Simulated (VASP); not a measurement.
# PbS in VASP: one cell, several levels of theory

PbS built on the rocksalt prototype, under -0.5 % strain along x alone is computed at one geometry. Runs: PBE, r2SCAN.

The runs shown are made with VASP 6.6.1. PAW datasets, plane waves. (Simulation; spin polarisation is off.)

## (1) The structure to begin with

The cell comes from an earlier relaxation with r2SCAN in another program, then strained, with the atoms relaxed again.

It is tetragonal, I4/mmm (No. 139); conventional cell a = 4.225 Å, c = 5.945 Å, 26.52 Å³ an atom. Pb has 6 S at 2.97–2.99 Å; S has 6 Pb at 2.97–2.99 Å.

The structure in full:

```cif
data_structure
_symmetry_space_group_name_H-M 'I4/mmm'
_symmetry_Int_Tables_number 139
_cell_length_a 4.2246
_cell_length_b 4.2246
_cell_length_c 5.9446
_cell_angle_alpha 90.000
_cell_angle_beta 90.000
_cell_angle_gamma 90.000
_cell_volume 106.09
loop_
_atom_site_label
_atom_site_type_symbol
_atom_site_symmetry_multiplicity
_atom_site_Wyckoff_symbol
_atom_site_fract_x
_atom_site_fract_y
_atom_site_fract_z
_atom_site_occupancy
Pb1 Pb 2 a 0.00000 0.00000 0.00000 1
S1 S 2 b 0.00000 0.00000 0.50000 1
```

## (2) Single point with PBE

Input file INCAR:

```
ENCUT = 520.000000
SIGMA = 0.020000
EDIFF = 1.00e-07
GGA = PE
PREC = Accurate
IBRION = -1
ISIF = 2
ISMEAR = -1
NBANDS = 17
NELM = 120
NSW = 0
LASPH = .TRUE.
LCHARG = .FALSE.
LWAVE = .FALSE.
LREAL = .FALSE.
```

Input file KPOINTS:

```
KPOINTS created by Atomic Simulation Environment
0
Gamma
8 8 8
0 0 0
```

Input file KPOINTS_OPT:

```
special points
7
Reciprocal
0.0000000000 0.0000000000 0.0000000000 1
0.5000000000 0.0000000000 0.5000000000 1
0.6250000000 0.2500000000 0.6250000000 1
0.3750000000 0.3750000000 0.7500000000 1
0.5000000000 0.5000000000 0.5000000000 1
0.5000000000 0.2500000000 0.7500000000 1
0.0000000000 0.0000000000 0.5000000000 1
```

Input file POSCAR:

```
Pb S
 1.0000000000000000
     0.0000000000000000    2.9872326911000000    2.9872326911000000
     2.9722965276000002    0.0000000000000000    2.9872326911000000
     2.9722965276000002    2.9872326911000000    0.0000000000000000
 Pb  S
   1   1
Cartesian
  0.0000000000000000  0.0000000000000000  0.0000000000000000
  2.9722965275999997  2.9872326911000004  2.9872326911000009
```

The run uses the recommended PBE PAW datasets (20 valence electrons a neutral cell).

Started as:

```bash
> mpirun -np 1 vasp_std
```

## (3) r2SCAN

Input file INCAR:

```
ENCUT = 520.000000
SIGMA = 0.010000
EDIFF = 1.00e-07
ALGO = Normal
METAGGA = R2SCAN
PREC = Accurate
IBRION = -1
ISIF = 2
ISMEAR = 0
NBANDS = 17
NELM = 120
NSW = 0
LASPH = .TRUE.
LCHARG = .TRUE.
LELF = .TRUE.
LWAVE = .FALSE.
LREAL = .FALSE.
```

KPOINTS is that of step 2.

KPOINTS_OPT is that of step 2.

POSCAR is that of step 2.

**Question.** What will these runs give? Wanted: for each run, gap; pressure.

The runs gave:

| level | gap (eV) | pressure (GPa) |
| --- | --- | --- |
| PBE | 0.42 | 1.16 |
| r2SCAN | 0.68 | 0.28 |

**Reading.** The gap runs from 0.42 eV (PBE) to 0.68 eV (r2SCAN). Spin-orbit coupling is left out, though the cell holds Pb (Z = 82); in an element this heavy it can shift bands and gaps by tenths of an eV. The pressure is highest with PBE (1.2 GPa) and lowest with r2SCAN (0.3 GPa), which orders the cells that they would relax to.
